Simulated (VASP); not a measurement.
Ge in VASP 6.6.1, single-point calculation

INCAR

```
NBANDS = 21
LASPH = .TRUE.
GGA = PE
ENCUT = 520
ISPIN = 2
SIGMA = 0.02
LCHARG = .FALSE.
ISMEAR = -1
MAGMOM = 1 1
LREAL = .FALSE.
LWAVE = .FALSE.
NSW = 0
PREC = Accurate
EDIFF = 1E-7
ISIF = 2
NELM = 77
IBRION = -1
```

KPOINTS

```
KPOINTS created by Atomic Simulation Environment
0
Gamma
8 8 8
0 0 0
```

POSCAR

```
Ge
 1.0000000000000000
     0.0000000000000000    2.7517673067000001    2.7517673067000001
     2.7517673067000001    0.0000000000000000    2.7517673067000001
     2.7517673067000001    2.7517673067000001    0.0000000000000000
 Ge
   2
Cartesian
  0.0000000000000000  0.0000000000000000  0.0000000000000000
  1.3758836533500001  1.3758836533500001  1.3758836533500001
```

The recommended PBE PAW datasets give the neutral cell 28 valence electrons.

Command

```
mpirun -np 1 vasp_std
```

OSZICAR

```
N       E                     dE             d eps       ncg     rms          rms(c)
DAV:   1     0.188830399579E+03    0.18883E+03   -0.14420E+04  2751   0.378E+03
DAV:   2     0.183252283608E+02   -0.17051E+03   -0.16489E+03  2446   0.619E+02
DAV:   3    -0.773836798175E+01   -0.26064E+02   -0.25878E+02  2806   0.142E+02
DAV:   4    -0.856660602789E+01   -0.82824E+00   -0.82780E+00  2706   0.297E+01
DAV:   5    -0.857985577456E+01   -0.13250E-01   -0.13249E-01  2784   0.407E+00    0.968E+00
DAV:   6    -0.882033859155E+01   -0.24048E+00   -0.11028E-01  3270   0.581E+00    0.430E+00
DAV:   7    -0.885374218623E+01   -0.33404E-01   -0.58788E-02  2686   0.317E+00    0.157E+00
DAV:   8    -0.883752113863E+01    0.16221E-01   -0.30248E-02  2752   0.148E+00    0.452E-01
DAV:   9    -0.883899257195E+01   -0.14714E-02   -0.31128E-03  2652   0.480E-01    0.104E-01
DAV:  10    -0.883930744790E+01   -0.31488E-03   -0.19394E-04  2701   0.117E-01    0.581E-02
DAV:  11    -0.883953914584E+01   -0.23170E-03   -0.27191E-04  2566   0.107E-01    0.150E-02
DAV:  12    -0.883953606010E+01    0.30857E-05   -0.10746E-05  2796   0.403E-02    0.625E-03
DAV:  13    -0.883953620860E+01   -0.14850E-06   -0.84025E-07  2450   0.102E-02    0.333E-03
DAV:  14    -0.883953670979E+01   -0.50119E-06   -0.91378E-07  2172   0.609E-03    0.974E-04
DAV:  15    -0.883953670777E+01    0.20127E-08   -0.83130E-08  2169   0.285E-03
   1 F= -.88395367E+01 E0= -.88395366E+01  d E =-.118162E-06  mag=    -0.0000
```

It converged. Results: pressure 11.1 GPa; magnetic moment of the cell 0.00 μB.

For comparison, a separate PBE run of the intended cell, on usual settings and not on those above, gives a gap of 0.45 eV on its mesh and a pressure of 11.2 GPa.

The run above took about 67 s on one core of a shared host (Intel Xeon Platinum 8488C) and held 0.2 GiB at most.
